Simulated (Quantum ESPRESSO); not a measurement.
# Fe in Quantum ESPRESSO: the effect of target pressure

Fe:

```
CELL_PARAMETERS angstrom
-1.44300 1.44300 1.44300
1.44300 -1.44300 1.44300
1.44300 1.44300 -1.44300
ATOMIC_POSITIONS crystal
Fe 0.00000 0.00000 0.00000
```

Alike in all runs:

```yaml
Program: Quantum ESPRESSO 7.5
Task: relaxation of cell and atoms
Functional: PBEsol
Potentials_or_basis: GBRV 1.5 PBEsol
Cutoff: 871 eV
Density_cutoff: 7007 eV
k_mesh: 13 × 13 × 13
Occupations: fermi-dirac, width 0.05 eV
Spin: collinear spin, ferromagnetic start
Starting_moments: "[3.0] μB"
```

Each run relaxes the cell or the atoms first.

```tsv
target pressure	relaxed volume (Å³/atom)	moment (μB)
0 GPa	10.83	2.12
2 GPa	10.73	2.10
5 GPa	10.60	2.08
10 GPa	10.39	2.04
20 GPa	10.05	2.00
30 GPa	?	?
```

What does the run with target pressure 30 GPa give?

Relaxed volume 9.77 Å³/atom; moment 1.99 μB.

Worked out: In Murnaghan's law V^(-B') rises as a straight line in P. The other rows fit best with B' = 5.3, V0 = 10.83 Å³/atom and B0 = 218 GPa, which gives 9.77 Å³/atom at 30 GPa, against the run's 9.77. A parabola through the other rows of the moment, of slope 0.00115 μB per GPa there, extrapolates to 1.99 μB, against the run's 1.99.

Caveats: the volume moved by over 15 % at a fixed basis, so the end points are rough (some runs).
